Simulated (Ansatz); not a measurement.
Level of theory: DFT PBE, scalar-relativistic, plane waves, PAW in Ansatz. Settings: cutoff 420 eV, Γ-centred meshes spaced at most about 0.3 Å⁻¹, and about 0.25 Å⁻¹ or finer for metals (2π included), Gaussian smearing. No spin polarisation.

Temperature and zero-point effects are left out.

Compare these two cells of MgGe3N, each relaxed at this level.

A.

```yaml
crystal:
  lattice:
    - [3.57792, 0.00000, 0.00000]
    - [-1.78896, 3.09857, 0.00000]
    - [0.00000, 0.00000, 8.42914]
  atoms:
    - { symbol: Mg, position: [0.00000, 0.00000, 0.02664] }
    - { symbol: Ge, position: [0.33333, 0.66667, 0.30846] }
    - { symbol: Ge, position: [0.66667, 0.33333, 0.51027] }
    - { symbol: Ge, position: [0.00000, 0.00000, 0.69273] }
    - { symbol: N, position: [0.33333, 0.66667, 0.09291] }
```

B.

```yaml
crystal:
  lattice:
    - [3.46929, 2.00299, 2.14659]
    - [-3.46929, 2.00299, 2.14659]
    - [0.00000, -4.00599, 2.14659]
  atoms:
    - { symbol: Mg, position: [0.92381, 0.92381, 0.92381] }
    - { symbol: Ge, position: [0.84085, 0.37469, 0.37469] }
    - { symbol: Ge, position: [0.37469, 0.84085, 0.37469] }
    - { symbol: Ge, position: [0.37469, 0.37469, 0.84085] }
    - { symbol: N, position: [0.61093, 0.61093, 0.61093] }
```

**Question.** Which is lower in energy, and by how much?

**Answer.** A is lower, by 164 meV/atom. A has space group P3m1 (No. 156), 18.7 Å³/atom and no gap on its mesh; B has space group R3m (No. 160), 17.9 Å³/atom and no gap. Counting Ge or Mg atoms around N (for each partner element, those within 1.25 times its shortest distance or 1.15 times the sum of covalent radii, where it is the nearest in units of that sum or under 1.3), A and B both have N 4. A holds Ge–Ge nets (shortest 2.58 Å); in B the shortest Ge–Ge distance is 2.95 Å, near bonding range too. The lower one is the more open, so pressure narrows the difference. Both come from invented guesses.

Cells relaxed within their symmetry can be saddle points.
